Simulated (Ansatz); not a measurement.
## HgTe (Coloradoite) under changes of volume

One of the cells (33.215 Å³/atom); the others are scaled copies at fixed shape and fractional positions:

```xyz
2
Lattice="0.0000 3.2145 3.2145 3.2145 0.0000 3.2145 3.2145 3.2145 0.0000" Properties=species:S:1:pos:R:3 pbc="T T T"
Hg    0.0000    0.0000    0.0000
Te    4.8217    4.8217    4.8217
```

| Property | Result |
| --- | --- |
| Program | Ansatz 0.2.0 |
| Functional | PBE |
| Potentials or basis | Ansatz PAW |
| Cutoff | 420 eV (not typed: the program's choice for these potentials) |
| k mesh | 7 × 7 × 7 |
| Occupations | fermi-dirac, width 0.05 eV |
| Spin | no spin polarisation |

```csv
volume (Å³/atom),energy over the lowest point (meV/atom),pressure (GPa)
31.223,118.16,8.6
31.887,85.75,7.1
32.551,?,?
33.215,37.87,4.6
33.880,21.22,3.5
34.544,8.74,2.5
35.208,0.00,1.7
```

Problem. What does the run at 32.551 Å³/atom give?

Solution. Energy over the lowest point 59.18 meV/atom; pressure 5.8 GPa.

Worked out: A Birch-Murnaghan fit of order 3 (a polynomial in V^(-2/3)) to the other rows has no minimum within the range. It gives 59.20 meV/atom at 32.551 Å³/atom, against the run's 59.18, and -dE/dV = 5.8 GPa, against 5.8.

Energies are extrapolated to zero smearing.
